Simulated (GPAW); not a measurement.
Write an ASE script for GPAW 26.7.0 that does the following.

| Quantity | Value |
| --- | --- |
| Task | single point |
| Functional | PBE |
| Potentials or basis | GPAW PAW data sets (gpaw-data 1.2.1) |
| Cutoff | 600 eV |
| Basis | pw |
| k mesh | 8 × 8 × 8 |
| Occupations | fermi-dirac, width 0.05 eV |
| Spin | no spin polarisation |
| Maxiter | 150 |

The structure of GaAs lies in POSCAR:

```
GaAs
1.0
    0.0000000000      2.8268500000      2.8268500000
    2.8551185000      0.0000000000      2.8268500000
    2.8551185000      2.8268500000      0.0000000000
As Ga
1 1
Direct
    0.7500000000      0.7500000000      0.7500000000
    0.0000000000      0.0000000000      0.0000000000
```

The cell isn't the ideal one: strain = 0.01.

One way to write it, as run:

run.py

```python
from ase.dft.bandgap import bandgap
from ase.io import read, write
from ase.units import GPa
from gpaw import GPAW, PW

atoms = read('POSCAR')

calc = GPAW(mode=PW(600),
            xc='PBE',
            kpts={'size': (8, 8, 8), 'gamma': True},
            occupations={'name': 'fermi-dirac', 'width': 0.05},
            nbands=11,
            convergence={'density': 1e-05, 'energy': 1e-05},
            maxiter=150,
            txt='gpaw.txt')
atoms.calc = calc
energy = atoms.get_potential_energy()
forces = atoms.get_forces()
stress = atoms.get_stress()
calc.write('gs.gpw')
write('result.traj', atoms)
print(f'Energy: {energy:.6f} eV')
print('Forces (eV/A):')
print(forces.round(4))
print('Stress (GPa):', (stress / GPa).round(3))
print('Fermi level:', round(calc.get_fermi_level(), 4), 'eV')
print(f'Gap: {bandgap(calc)[0]:.4f} eV, direct: {bandgap(calc, direct=True)[0]:.4f} eV')
```

Potentials or basis: GPAW PAW data sets (gpaw-data 1.2.1), pw.

Run with:

```console
$ OMP_NUM_THREADS=1 python run.py
```

It gave:

The pressure is 3.5 GPa and the band gap on the k mesh is 0.49 eV, direct.

Caveat: the density grid can change from cell to cell, which puts small steps into energies and stress.

Wall time 15 s on 1 thread of Arm Neoverse V2, on a shared host, peak memory 0.17 GiB.
